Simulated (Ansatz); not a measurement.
CdTe and its competing phases

These are results of DFT PBE, scalar-relativistic, plane waves, PAW in Ansatz, not measurements. Settings: cutoff 420 eV, Γ-centred meshes spaced at most about 0.3 Å⁻¹, and about 0.25 Å⁻¹ or finer for metals (2π included), Gaussian smearing. No spin polarisation.

Formation energies are uncorrected and refer to the elements' standard structures at the same level.

Temperature and zero-point effects are left out. These runs have no spin–orbit coupling, which can matter for Te. The reference form of Te is held partly by dispersion forces, which this level lacks.

The competitors are the elements and 1 reference phase of this chemical system (from databases or known types: CdTe), relaxed at the same level; other known phases may be missing.

The candidate was reached from: random cell.

```cif
data_structure
_symmetry_space_group_name_H-M 'P 1'
_symmetry_Int_Tables_number 1
_cell_length_a 3.7844
_cell_length_b 3.7844
_cell_length_c 3.7844
_cell_angle_alpha 90.000
_cell_angle_beta 90.000
_cell_angle_gamma 90.000
_cell_volume 54.20
loop_
_atom_site_label
_atom_site_type_symbol
_atom_site_fract_x
_atom_site_fract_y
_atom_site_fract_z
_atom_site_occupancy
Cd1 Cd 0.00000 0.00000 0.00000 1
Te1 Te 0.50000 0.50000 0.50000 1
```

**Question.** Is it stable, and against what?

**Answer.** Not the lowest form: another structure of the same formula lies lower. Its formation energy is 0.077 eV/atom. The lowest competing phase at this composition is this:

```tsv
phase	space group	source	share of atoms	ΔE_f (eV/atom)
CdTe	F-43m (No. 216)	COD	1.0000	-0.464
```

The candidate lies 0.54 eV/atom above this phase. The candidate matches no cell in the subsets of the Crystallography Open Database and the Materials Project at hand. The margin is far too high for a likely synthesis. It has the caesium chloride type.
